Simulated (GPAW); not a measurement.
# GaSb (F-43m) in GPAW: notebook, part 2 of 2

GPAW 26.7.0. Earlier steps stand in the parts before.

### Step 4. Band structure, PBE

File run.py:

```python
from ase.dft.bandgap import bandgap
from ase.io import read, write
from gpaw import GPAW

atoms = read('POSCAR')

calc = GPAW(mode='fd',
            h=0.16,
            xc='PBE',
            kpts={'size': (6, 6, 6), 'gamma': True},
            occupations={'name': 'fermi-dirac', 'width': 0.05},
            nbands=18,
            convergence={'density': 1e-05, 'energy': 1e-05},
            maxiter=150,
            txt='gpaw.txt')
atoms.calc = calc
energy = atoms.get_potential_energy()
forces = atoms.get_forces()
calc.write('gs.gpw')
write('result.traj', atoms)
print(f'Energy: {energy:.6f} eV')
print('Forces (eV/A):')
print(forces.round(4))
print('Fermi level:', round(calc.get_fermi_level(), 4), 'eV')
print(f'Gap: {bandgap(calc)[0]:.4f} eV, direct: {bandgap(calc, direct=True)[0]:.4f} eV')

path = atoms.cell.bandpath('GXWKGLUWLK,UX', npoints=60, eps=1e-4)
bs_calc = calc.fixed_density(kpts=path, symmetry='off', nbands=30,
                             convergence={'bands': 'CBM+6.0', 'eigenstates': 1e-6}, txt='bands.txt')
bs = bs_calc.band_structure()
bs.write('bs.json')
print(f'Gap on the path: {bandgap(bs_calc)[0]:.4f} eV')
```

File POSCAR:

```
GaSb
1.0
    0.0000000000      3.0590000000      3.0590000000
    3.0590000000      0.0000000000      3.0590000000
    3.0590000000      3.0590000000      0.0000000000
Sb Ga
1 1
Direct
    0.7500000000      0.7500000000      0.7500000000
    0.0000000000      0.0000000000      0.0000000000
```

Potentials or basis: GPAW PAW data sets (gpaw-data 1.2.1), fd.

Started as:

```console
> OMP_NUM_THREADS=1 python run.py
```

gpaw.txt:

```text
__  _  _
 | _ |_)|_||  |
 |__||  | ||/\| - 26.7.0

Input parameters:
  mode=FD(),
  convergence={'density': 1e-05, 'energy': 1e-05},
  h=0.16,
  kpts=MonkhorstPack(size=(6, 6, 6), gamma=True),
  maxiter=150,
  nbands=18,
  occupations=Occupations(name='fermi-dirac', width=0.05),
  xc=XC(name='PBE')

Diagonalizing LCAO Hamiltonian
Converting LCAO to fd mode

                     Sb

       Ga

Atoms  # Å, Bohr magnetons
|   | symbol |        x |        y |        z |    initial magnetic moments |
|---|--------|----------|----------|----------|-----------------------------|
| 0 |     Sb | 4.588500 | 4.588500 | 4.588500 | ( 0.0000,  0.0000,  0.0000) |
| 1 |     Ga | 0.000000 | 0.000000 | 0.000000 | ( 0.0000,  0.0000,  0.0000) |

Unit cell  # Å
| periodic |        x |        y |        z |  lengths |    angles |
|----------|----------|----------|----------|----------|-----------|
|      yes | 0.000000 | 3.059000 | 3.059000 | 4.326079 | 60.000000 |
|      yes | 3.059000 | 0.000000 | 3.059000 | 4.326079 | 60.000000 |
|      yes | 3.059000 | 3.059000 | 0.000000 | 4.326079 | 60.000000 |

Number of symmetries: 24
Symmetry operations  # r_c * U_cc + t_c -> r_c
|    | kind |            matrix            |
|----|------|------------------------------|
|  0 |  E   |  1, 0, 0,  0, 1, 0,  0, 0, 1 |
|  1 |  σ   |  1, 0, 0,  0, 0, 1,  0, 1, 0 |
|  2 |  σ   |  1, 0,-1,  0, 1,-1,  0, 0,-1 |
|  3 |  C3  |  1, 0,-1,  0, 0,-1,  0, 1,-1 |
|  4 |  C3  |  1,-1, 0,  0,-1, 1,  0,-1, 0 |
|  5 |  σ   |  1,-1, 0,  0,-1, 0,  0,-1, 1 |
|  6 |  σ   |  0, 1, 0,  1, 0, 0,  0, 0, 1 |
|  7 |  C3  |  0, 1, 0,  0, 0, 1,  1, 0, 0 |
|  8 |  C2  |  0, 1,-1,  1, 0,-1,  0, 0,-1 |
|  9 |  S4  |  0, 1,-1,  0, 0,-1,  1, 0,-1 |
| 10 |  C3  |  0, 0, 1,  1, 0, 0,  0, 1, 0 |
| 11 |  σ   |  0, 0, 1,  0, 1, 0,  1, 0, 0 |
| 12 |  S4  |  0, 0,-1,  1, 0,-1,  0, 1,-1 |
| 13 |  C3  |  0, 0,-1,  0, 1,-1,  1, 0,-1 |
| 14 |  S4  |  0,-1, 1,  1,-1, 0,  0,-1, 0 |
| 15 |  C2  |  0,-1, 1,  0,-1, 0,  1,-1, 0 |
| 16 |  C3  |  0,-1, 0,  1,-1, 0,  0,-1, 1 |
| 17 |  S4  |  0,-1, 0,  0,-1, 1,  1,-1, 0 |
| 18 |  S4  | -1, 1, 0, -1, 0, 1, -1, 0, 0 |
| 19 |  C3  | -1, 1, 0, -1, 0, 0, -1, 0, 1 |
| 20 |  C3  | -1, 0, 1, -1, 1, 0, -1, 0, 0 |
| 21 |  S4  | -1, 0, 1, -1, 0, 0, -1, 1, 0 |
| 22 |  σ   | -1, 0, 0, -1, 1, 0, -1, 0, 1 |
| 23 |  C2  | -1, 0, 0, -1, 0, 1, -1, 1, 0 |

BZ-sampling:
  Number of BZ points: 216
  Number of IBZ points: 16

  Monkhorst-Pack size: [6, 6, 6]
  Monkhorst-Pack shift: [0.08333333333333333, 0.08333333333333333, 0.08333333333333333]

K-points  # in reciprocal-cell coordinates
|     |                                coordinates |     weight |
|-----|--------------------------------------------|------------|
|   0 | (  0.00000000,   0.00000000,   0.00000000) | 0.00462963 |
|   1 | (  0.16666667,   0.16666667,   0.00000000) | 0.02777778 |
|   2 | (  0.16666667,   0.16666667,   0.16666667) | 0.03703704 |
[... 68 lines left out ...]
      filter: 2.06  # [Å]
      core: 4.17  # [Å]
    projectors
    | kind |    occ | energy [eV] | rcut [Å] |
    |------|--------|-------------|----------|
    |   4s |  2.000 |      -8.945 |    1.164 |
    |   4p |  1.000 |      -2.580 |    1.164 |
    |    s |        |      18.266 |    1.164 |
    |    p |        |      24.631 |    1.164 |
    |    d |        |       0.000 |    1.164 |

    Using partial waves for Ga as LCAO basis

Reference energy: -229166.229777  # eV

eigensolver:
  PPCG
  Converge bands: occupied
  niter=2

density mixing:
  MSR1-Mixer
  Pratt-step length: 0.05
  Maximum mixing coefficient: 0.75
  Old densities: 10
  SVD Regularization: 0.005
  Good broyden scale: 1.0
  Trust region scale: 1.0
  Backstep threshold: 4.0
  History deletion threshold: 6.0
  Fourier metric: weight=20.0, sigma=0.015

occupation numbers:
  Fermi-Dirac:
    width: 0.0500  # eV

FastPoissonSolver using
    Stencil: 12*3+1=37 point O(h^6) finite-difference Laplacian
    FFT axes: [np.int64(0), np.int64(1), np.int64(2)]
    FST axes: []

xc functional:
  name: PBE with 2 nearest neighbor stencil
interpolation: tri-quintic # 5. degree polynomial

convergence criteria:
[... 6 lines left out ...]
|iter     | |      energy | eigst |  dens |
|---------|-|-------------|-------|-------|
|iter:   1| |   -7.624574 | +0.56 |       |
|iter:   2| |   -7.651163 | -0.95 | -1.29 |
|iter:   3| |   -7.635816 | -1.65 | -1.31 |
|iter:   4| |   -7.636816 | -2.59 | -1.86 |
|iter:   5| |   -7.637735 | -3.27 | -2.31 |
|iter:   6| |   -7.637838 | -4.09 | -2.89 |
|iter:   7| |   -7.637849c| -4.92 | -3.57 |
|iter:   8| |   -7.637850c| -5.64 | -4.06 |
|iter:   9| |   -7.637850c| -6.72 | -4.73 |
|iter:  10| |   -7.637850c| -7.45c| -5.44c|

Converged in 10 steps
Energy contributions relative to reference atoms: (reference = -229166.229777)

Energy contributions:
  Kinetic:          12.177809
  Coulomb:         -10.677434
  Zero:              0.212685
  External:          0.000000
  Xc:               -9.350441
  Entropy:          -0.000940
  Spinorbit:         0.000000
  ----------------------------
  Free energy:      -7.638320
  Extrapolated:     -7.637850

dipole moment: (-11.038046, -11.038046, -11.038046)  # |e|*Ang

Fermi level: 4.970
Eigenvalues  # (at kpt = [0.000, 0.000, 0.000])
| band index |      eig [eV] | occ [0-2] |
|------------|---------------|-----------|
|          0 |       -23.856 |     2.000 |
|          1 |       -23.856 |     2.000 |
|          2 |       -23.856 |     2.000 |
|          3 |       -23.839 |     2.000 |
|          4 |       -23.839 |     2.000 |
|          5 |        -6.556 |     2.000 |
[... 10 lines left out ...]
|         16 |        14.427 |     0.000 |
|         17 |        14.466 |     0.000 |

Gap: 0.091 eV
Transition (v -> c):
  (s=0, k=0, n=8, [0.00, 0.00, 0.00]) -> (s=0, k=0, n=9, [0.00, 0.00, 0.00])
No difference between direct/indirect transitions

Forces  # eV/Ang
|       x |        y |        z |
|---------|----------|----------|
| 0.00000 | -0.00000 | -0.00000 |  # Sb   0
| 0.00000 |  0.00000 |  0.00000 |  # Ga   1

# Writing to gs.gpw (mode='')
```

bands.txt:

```text
Diagonalizing LCAO Hamiltonian
Converting LCAO to fd mode
convergence criteria:
- Maximum integral of absolute [eigenst]ate change: 1e-06 eV^2 / valence electron
maximum number of iterations: 150

SCF iterations
|iter     | |      energy | eigst |  dens |
|---------|-|-------------|-------|-------|
|iter:   1| |             | +1.31 |       |
[... 69 lines left out ...]
         [0.41071429, 0.41071429, 0.67857143],
         [0.39285714, 0.39285714, 0.71428571],
         [0.375     , 0.375     , 0.75      ],
         [0.625     , 0.25      , 0.625     ],
         [0.59375   , 0.1875    , 0.59375   ],
         [0.5625    , 0.125     , 0.5625    ],
         [0.53125   , 0.0625    , 0.53125   ],
         [0.5       , 0.        , 0.5       ]])),
  maxiter=150,
  nbands=30,
  occupations=Occupations(name='fermi-dirac', width=0.05),
  symmetry=Symmetry(point_group=False, time_reversal=False),
  xc=XC(name='PBE')
```

It took 5.2 min on 1 thread of Intel Xeon Platinum 8259CL at 2.50GHz (Skylake/Cascade Lake), shared host; peak memory 0.88 GiB.

What came out:

- Free energy: -7.6383 eV
- Band gap on the k mesh: 0.09 eV, direct
- Band gap along the path: 0.09 eV, direct

Levels at the corners of the path, in eV from the valence-band top:
```csv
point,band 6,band 7,band 8,band 9,band 10,band 11,band 12,band 13
Γ,-11.44,0.00,0.00,0.00,0.09,2.81,2.81,2.81
X,-9.06,-6.76,-2.56,-2.56,0.93,1.27,8.75,8.75
W,-9.02,-6.62,-3.34,-3.11,3.72,4.35,4.45,4.80
K,-9.13,-6.58,-3.60,-2.18,1.43,3.91,6.66,6.86
Γ,-11.44,0.00,0.00,0.00,0.09,2.81,2.81,2.81
L,-9.87,-6.33,-1.15,-1.15,0.44,3.79,3.79,6.51
U,-9.13,-6.58,-3.60,-2.18,1.43,3.91,6.66,6.86
W,-9.02,-6.62,-3.34,-3.11,3.72,4.35,4.45,4.80
L,-9.87,-6.33,-1.15,-1.15,0.44,3.79,3.79,6.51
K,-9.13,-6.58,-3.60,-2.18,1.43,3.91,6.66,6.86
U,-9.13,-6.58,-3.60,-2.18,1.43,3.91,6.66,6.86
X,-9.06,-6.76,-2.56,-2.56,0.93,1.27,8.75,8.75
```

Caveat: the real-space grid adds noise to forces; spin-orbit coupling is left out, which moves the levels of the heavy elements.

### Step 5. One-shot levels on a semilocal density, LDA

File run.py:

```python
import numpy as np
from ase.dft.bandgap import bandgap
from ase.io import read, write
from ase.units import GPa
from gpaw import GPAW, PW
from gpaw.hybrids import NonSelfConsistentHybridXCCalculator
from gpaw.hybrids.energy import non_self_consistent_energy

atoms = read('POSCAR')

calc = GPAW(mode=PW(500),
            xc='LDA',
            kpts={'size': (5, 5, 5), 'gamma': True},
            occupations={'name': 'fermi-dirac', 'width': 0.05},
            nbands=20,
            convergence={'density': 1e-05, 'energy': 1e-05, 'bands': 16, 'eigenstates': 1e-07},
            maxiter=150,
            txt='gpaw.txt')
atoms.calc = calc
energy = atoms.get_potential_energy()
forces = atoms.get_forces()
stress = atoms.get_stress()
calc.write('gs.gpw')
write('result.traj', atoms)
print(f'Energy: {energy:.6f} eV')
print('Forces (eV/A):')
print(forces.round(4))
print('Stress (GPa):', (stress / GPa).round(3))
print('Fermi level:', round(calc.get_fermi_level(), 4), 'eV')
print(f'Gap: {bandgap(calc)[0]:.4f} eV, direct: {bandgap(calc, direct=True)[0]:.4f} eV')

for xc in ['HSE06', 'HSE03', 'PBE0']:
    e = non_self_consistent_energy(calc, xc).sum()
    print(f'{xc} energy on these orbitals: {e:.6f} eV')
    nsc = NonSelfConsistentHybridXCCalculator.from_dft_calculation(
        calc.dft, xc, log=f'levels-{xc}.txt')
    dft_skn, hyb_skn = nsc.calculate(calc.dft.ibzwfs, 0, 16)
    np.savetxt(f'levels-{xc}.dat', hyb_skn.reshape((-1, hyb_skn.shape[-1])), fmt='%.4f')
```

POSCAR is that of step 4.

Potentials or basis: the program's PAW data sets (release 1.2.1) made for this functional, pw.

Started as:

```console
> OMP_NUM_THREADS=1 python run.py
```

gpaw.txt:

```text
__  _  _
 | _ |_)|_||  |
 |__||  | ||/\| - 26.7.0

Input parameters:
  mode=PW(ecut=500.0),
  convergence={'density': 1e-05, 'energy': 1e-05, 'bands': 16, 'eigenstates': 1e-07},
  kpts=MonkhorstPack(size=(5, 5, 5), gamma=True),
  maxiter=150,
  nbands=20,
  occupations=Occupations(name='fermi-dirac', width=0.05),
  xc=XC(name='LDA')

Diagonalizing LCAO Hamiltonian
Converting LCAO to pw mode

                     Sb

       Ga

Atoms  # Å, Bohr magnetons
|   | symbol |        x |        y |        z |    initial magnetic moments |
|---|--------|----------|----------|----------|-----------------------------|
| 0 |     Sb | 4.588500 | 4.588500 | 4.588500 | ( 0.0000,  0.0000,  0.0000) |
| 1 |     Ga | 0.000000 | 0.000000 | 0.000000 | ( 0.0000,  0.0000,  0.0000) |

Unit cell  # Å
| periodic |        x |        y |        z |  lengths |    angles |
|----------|----------|----------|----------|----------|-----------|
|      yes | 0.000000 | 3.059000 | 3.059000 | 4.326079 | 60.000000 |
|      yes | 3.059000 | 0.000000 | 3.059000 | 4.326079 | 60.000000 |
|      yes | 3.059000 | 3.059000 | 0.000000 | 4.326079 | 60.000000 |

Number of symmetries: 24
Symmetry operations  # r_c * U_cc + t_c -> r_c
|    | kind |            matrix            |
|----|------|------------------------------|
|  0 |  E   |  1, 0, 0,  0, 1, 0,  0, 0, 1 |
|  1 |  σ   |  1, 0, 0,  0, 0, 1,  0, 1, 0 |
|  2 |  σ   |  1, 0,-1,  0, 1,-1,  0, 0,-1 |
|  3 |  C3  |  1, 0,-1,  0, 0,-1,  0, 1,-1 |
|  4 |  C3  |  1,-1, 0,  0,-1, 1,  0,-1, 0 |
|  5 |  σ   |  1,-1, 0,  0,-1, 0,  0,-1, 1 |
|  6 |  σ   |  0, 1, 0,  1, 0, 0,  0, 0, 1 |
|  7 |  C3  |  0, 1, 0,  0, 0, 1,  1, 0, 0 |
|  8 |  C2  |  0, 1,-1,  1, 0,-1,  0, 0,-1 |
[... 143 lines left out ...]
maximum number of iterations: 150

SCF iterations
|iter     | |      energy | eigst |  dens |
|---------|-|-------------|-------|-------|
|iter:   1| |   -8.966877 | +2.06 |       |
|iter:   2| |   -8.962735 | +0.83 | -1.28 |
|iter:   3| |   -8.895933 | -1.34 | -1.30 |
|iter:   4| |   -8.893137 | -3.04 | -1.87 |
|iter:   5| |   -8.893295 | -4.16 | -2.63 |
|iter:   6| |   -8.893340 | -5.09 | -3.05 |
|iter:   7| |   -8.893340c| -6.72 | -4.22 |
|iter:   8| |   -8.893340c| -6.91 | -4.78 |
|iter:   9| |   -8.893340c| -7.77c| -5.34c|

Converged in 9 steps
Energy contributions relative to reference atoms: (reference = -228940.492409)

Energy contributions:
  Kinetic:          10.851429
  Coulomb:          -9.585738
  Zero:              0.209448
  External:          0.000000
  Xc:              -10.367631
  Entropy:          -0.001697
  Spinorbit:         0.000000
  ----------------------------
  Free energy:      -8.894189
  Extrapolated:     -8.893340

dipole moment: (-11.144197, -11.144197, -11.144197)  # |e|*Ang

Fermi level: 4.613
Eigenvalues  # (at kpt = [0.000, 0.000, 0.000])
| band index |      eig [eV] | occ [0-2] |
|------------|---------------|-----------|
|          0 |       -24.041 |     2.000 |
|        ... |               |           |
|          2 |       -24.041 |     2.000 |
|          3 |       -24.022 |     2.000 |
|          4 |       -24.022 |     2.000 |
|          5 |        -6.928 |     2.000 |
|          6 |         4.455 |     1.919 |
|          7 |         4.576 |     1.355 |
[... 8 lines left out ...]
|         16 |        14.042 |     0.000 |
|         17 |        14.042 |     0.000 |
|        ... |               |           |
|         19 |        16.650 |     0.000 |

No gap
No difference between direct/indirect transitions

Forces  # eV/Ang
|        x |        y |        z |
|----------|----------|----------|
| -0.00000 | -0.00000 |  0.00000 |  # Sb   0
|  0.00000 |  0.00000 | -0.00000 |  # Ga   1

Stress tensor  # eV/Ang^3
|         x |        y |         z |
|-----------|----------|-----------|
|  0.011507 | 0.000000 | -0.000000 |
|  0.000000 | 0.011507 |  0.000000 |
| -0.000000 | 0.000000 |  0.011507 |

# Writing to gs.gpw (mode='')
```

stdout:

```text
Energy: -8.893340 eV
Forces (eV/A):
[[-0. -0.  0.]
 [ 0.  0. -0.]]
Stress (GPa): [ 1.844  1.844  1.844  0.    -0.     0.   ]
Fermi level: 4.6135 eV
Gap: 0.0000 eV, direct: 0.0000 eV
IBZ(<points: 10, symmetries: 24>)
Occupied bands: 10
DFT energy: -8.893340398369439 eV
minus DFT-XC energy: 10.367630996784234 eV
Core-core contribution:          -1543.806
Valence-core contribution:         -51.371
Valence-valence contribution:      -44.017
HSE06 energy on these orbitals: -260.651365 eV
IBZ(<points: 10, symmetries: 24>)
Occupied bands: 10
DFT energy: -8.893340398369439 eV
minus DFT-XC energy: 10.367630996784234 eV
Core-core contribution:          -1543.806
Valence-core contribution:         -51.371
Valence-valence contribution:      -44.272
HSE03 energy on these orbitals: -284.958465 eV
IBZ(<points: 10, symmetries: 24>)
Occupied bands: 10
DFT energy: -8.893340398369439 eV
minus DFT-XC energy: 10.367630996784234 eV
Core-core contribution:          -1543.806
Valence-core contribution:         -51.371
Valence-valence contribution:      -51.383
PBE0 energy on these orbitals: -236.101773 eV
```

It took 4.8 min on 1 thread of INTEL XEON PLATINUM 8581C at 2.30GHz (Emerald Rapids), shared host; peak memory 0.72 GiB.

What came out:

```
Free energy            : -8.8942 eV
Pressure               : -1.8 GPa
Band gap on the k mesh : none (metal or under the smearing width)
```

Levels at points of the mesh, in eV from the Fermi level:
```
           k point  band 5  band 6  band 7  band 8  band 9  band 10  band 11  band 12  band 13  band 14
(0.00, 0.00, 0.00)  -28.64  -11.54   -0.16   -0.04   -0.04    -0.04     2.76     2.76     2.76     5.60
```

Caveat: the k mesh is coarse; the cutoff is short for stress and forces, so pressures can be off by a GPa or more; one-shot exact exchange on a metal's smeared states is rough; this crystal is a semiconductor, whose small gap the functional closes, so the metal is an error of the method.

### Step 6. Summary

```tsv
task	level	potentials or basis	k mesh	cutoff (eV)	band path	band points	hybrids on these orbitals	grid spacing	gap on the mesh (eV)
equation of state	BEEF-vdW	GPAW PAW data sets (gpaw-data 1.2.1), pw	6 × 6 × 6	600	-	-	-	-	-
equation of state	vdW-DF-cx	GPAW PAW data sets (gpaw-data 1.2.1), pw	6 × 6 × 6	600	-	-	-	-	-
band structure	PBE	GPAW PAW data sets (gpaw-data 1.2.1), fd	6 × 6 × 6	-	GXWKGLUWLK,UX	60	-	0.16 Å	0.09
one-shot levels on a semilocal density	LDA	the program's PAW data sets (release 1.2.1) made for this functional, pw	5 × 5 × 5	500	-	-	["HSE06", "HSE03", "PBE0"]	-	none
```

Alike in all rows: no spin polarisation; cell as given; smearing fermi-dirac 0.05 eV.

Caveats: the PAW data sets were made with another functional, which shifts forces and pressure a little (some runs); the real-space grid adds noise to forces (some runs); spin-orbit coupling is left out, which moves the levels of the heavy elements (some runs); the cutoff is short for stress and forces, so pressures can be off by a GPa or more (some runs); one-shot exact exchange on a metal's smeared states is rough (some runs); this crystal is a semiconductor, whose small gap the functional closes, so the metal is an error of the method (some runs).

Total energies depend on the potentials used, so only differences within one code and one set of settings carry meaning.

### Step 7. How close it comes

Step 4. Measured gap of GaSb: 0.811 eV (direct; 4.2 K; a printed reference work, data compilation). This calculation gives 0.09 eV (-0.72 eV). Spin-orbit coupling on Ga, Sb is left out. The value is that of PBE, without temperature or zero-point motion. Semilocal functionals fall short of measured gaps as a rule.

Step 5. The gap isn't set beside the deposited one, since this odd mesh misses points on the zone boundary.
